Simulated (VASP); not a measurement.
# BaS (strained zincblende): one r²SCAN single-point calculation in two programs

```xyz
2
Lattice="0.0000 3.5194 3.4617 3.5194 0.0000 3.4617 3.5194 3.5194 0.0000" Properties=species:S:1:pos:R:3 pbc="T T T"
Ba    0.0000    0.0000    0.0000
S     1.7597    1.7597    1.7308
```

The two codes use different PAW datasets and cutoffs. VASP's cell holds 16 valence electrons and Ansatz's 16. Ansatz's stress includes a Pulay correction; VASP's doesn't.

Cutoffs: 520 eV in VASP, 500 eV in Ansatz. k meshes: 6×6×6 and 6×6×6.

```csv
,VASP,Ansatz
gap between bands v and c,3.09 eV,3.08 eV
least direct gap,3.65 eV,3.68 eV
pressure,0.9 GPa,0.5 GPa
```

Band v is the last that the valence electrons fill when counted band by band, and c is the next. Levels in eV from the top of v, Ansatz:

```tsv
point	v−1	v	c	c+1
Γ	-0.72	-0.71	3.08	5.52
X	-0.03	-0.03	3.75	4.99
K	-0.20	-0.15	3.71	5.02
L	-0.46	-0.44	4.72	5.72
W	-0.53	-0.02	3.69	4.72
```

VASP:

```json
{"point": "Γ", "v−1": "-0.73", "v": "-0.72", "c": "3.09", "c+1": "5.50"}
{"point": "X", "v−1": "-0.03", "v": "-0.03", "c": "3.73", "c+1": "5.01"}
{"point": "K", "v−1": "-0.20", "v": "-0.15", "c": "3.69", "c+1": "5.04"}
{"point": "L", "v−1": "-0.47", "v": "-0.44", "c": "4.76", "c+1": "5.73"}
{"point": "W", "v−1": "-0.55", "v": "-0.02", "c": "3.67", "c+1": "4.71"}
```
